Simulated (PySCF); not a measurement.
Static response to an electric field

Species: CH4N2O.
Cartesian coordinates in Å at the GFN2-xTB level; atoms count from 1:
```xyz
8
CH4N2O angstrom
N      1.137   -0.284   -0.046
C      0.020    0.507   -0.133
N     -1.152   -0.146    0.156
O      0.064    1.676   -0.437
H      2.017    0.204   -0.054
H      1.104   -1.141    0.478
H     -1.188   -1.149    0.113
H     -1.994    0.342   -0.101
```

Level: CAM-B3LYP/def2-SVPD (PySCF), static field, nuclei fixed, core orbitals frozen in the response. The polarisability tensor in these axes (au):

```
x   38.70 -0.19 -0.84
y   -0.19 38.60 -3.50
z   -0.84 -3.50 25.89
```

Task: Give the principal values, the mean and the anisotropy Δα = √{½[(α1 − α2)² + (α2 − α3)² + (α1 − α3)²]}.

Result: Principal values 24.93, 38.76 and 39.50 au; mean 34.40 au = 5.10 Å³ = 5.67 × 10⁻⁴⁰ C²·m²/J; Δα = 14.21 au (41 % of the mean).

Task: What is the dipole moment, and where does it point?

Result: (-0.15, -4.07, 1.04) D, 4.20 D in size, pointing from the negative to the positive side. Measured along this direction, the outermost atoms are O4 at the negative end and H6 and H7 at the positive end.

Task: Sum over states: ᾱ = Σ f/ω², ω in Eh. What share falls to these 8 lowest TDDFT singlets (eV, f)? 6.71, 0.0010; 7.02, 0.0002; 7.06, 0.0178; 7.43, 0.0369; 8.06, 0.1224; 8.11, 0.1566; 8.54, 0.0315; 8.57, 0.0173.

Result: They add up to 4.43 au, 12.9 % of the 34.40 au; the largest single term is 1.76 au, from the state at 8.11 eV. Terms in order: 0.02, 0.00, 0.26, 0.49, 1.40, 1.76, 0.32, 0.17 au. Higher excitations give the rest. The strengths listed sum to 0.384.

Task: Give the eigenvalues of the traceless quadrupole moment Θ = ½Σq(3rr − r²1), origin at the centre of nuclear charge.

Result: -5.28, -3.66, 8.94 D·Å. The values depend on the origin, since the dipole doesn't vanish. The electronic extent ⟨r²⟩ about the same centre is 244 bohr², a root-mean-square distance of 1.46 Å for the 32 electrons.

Task: What molar refraction does this α imply?

Result: Lorentz–Lorenz: R = (4π/3)N_A α = 2.5225 cm³/(mol·Å³) × 5.10 Å³ = 12.9 cm³/mol, in the limit of long wavelengths.

Task: Directions of the eigenvectors, and the extent of the frame along each?

Result: Largest value along (0.03, 0.97, -0.25), where the nuclei span 2.92 Å; middle along (1.00, -0.05, -0.05), 4.00 Å; least along (0.06, 0.25, 0.97), 0.50 Å. The strongest response doesn't lie along the longest of the three spans.

Isolated species at its GFN2-xTB geometry (one conformer only).

These values come from a run that also computed excited states. On one thread of an Arm Neoverse V2, shared host, this took 7.4 s.
